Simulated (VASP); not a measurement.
Crystal: Y.

```xyz
1
Lattice="0.0000 2.4850 2.4850 2.4850 0.0000 2.4850 2.4850 2.4850 0.0000" Properties=species:S:1:pos:R:3 pbc="T T T"
Y     0.0000    0.0000    0.0000
```

This isn't the form of Y at room conditions, which is hcp.

- Program: VASP 6.6.1
- Task: relaxation of cell and atoms
- Functional: PBE
- Potentials or basis: VASP PAW PBE potentials, release 64 (Y_sv)
- Cutoff: 520 eV
- k mesh: 15 × 15 × 15
- Occupations: gaussian, width 0.1 eV
- Spin: no spin polarisation

At the start: pressure 2.2 GPa; volume 30.69 Å³/atom.

Problem. How do energy, volume and symmetry change on relaxing?

Solution. Over 3 steps the energy falls by 10.6 meV/atom and the volume is 32.31 Å³/atom (+5.3 %); space group Fm-3m (No. 225, to 0.05 Å).

The path:
| step | energy change (eV) | largest force (eV/Å) | pressure (GPa) | volume (Å³) |
| --- | --- | --- | --- | --- |
| 1 | 0.0000 | 0.0000 | 2.18 | 30.69 |
| 2 | -0.0104 | 0.0000 | -0.33 | 32.59 |
| 3 | -0.0106 | 0.0000 | 0.00 | 32.31 |

Final structure:
```
Y
1.0
     0.00000    2.52789    2.52789
     2.52789    0.00000    2.52789
     2.52789    2.52789    0.00000
Y
1
Direct
  0.00000 0.00000 0.00000
```
